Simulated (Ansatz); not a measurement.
Runs of Ansatz 0.2.0 on SiNi3. The structure is trigonal, space group R-3m (No. 166). The conventional cell has a = 2.586 Å, b = 2.586 Å, c = 22.986 Å, α = 90.00°, β = 90.00°, γ = 120.00°. Ni (site symmetry 3m) has 3 Si at 2.34 Å and 9 Ni at 2.52 to 2.59 Å as nearest neighbours. Ni (site symmetry -3m) is surrounded by 12 Ni at 2.52 to 2.59 Å. Si (site symmetry -3m) has 6 Ni at 2.34 Å and 6 Si at 2.59 Å as nearest neighbours. The cell comes from a database or a generator and needn't be the stable form of this composition.

```tsv
cell	pressure (GPa)	moment (μB)
relaxed to 5 GPa	5.0	(a)
relaxed to 10 GPa	10.0	0.00
relaxed to 30 GPa	30.0	0.00
relaxed	0.0	0.38
relaxed to 20 GPa	20.0	0.00
```

Alike in all rows: task relaxation of cell and atoms; level PBEsol; potentials or basis all-electron LAPW, scalar-relativistic; spin collinear, ferromagnetic start; k mesh 12 × 12 × 12; smearing fermi-dirac 0.05 eV; basis error allowed 0.002 eV/atom.

Task: Fill in the values left out.

Result: (a) 0.28.

Caveats: the starting moments weren't kept (some runs).
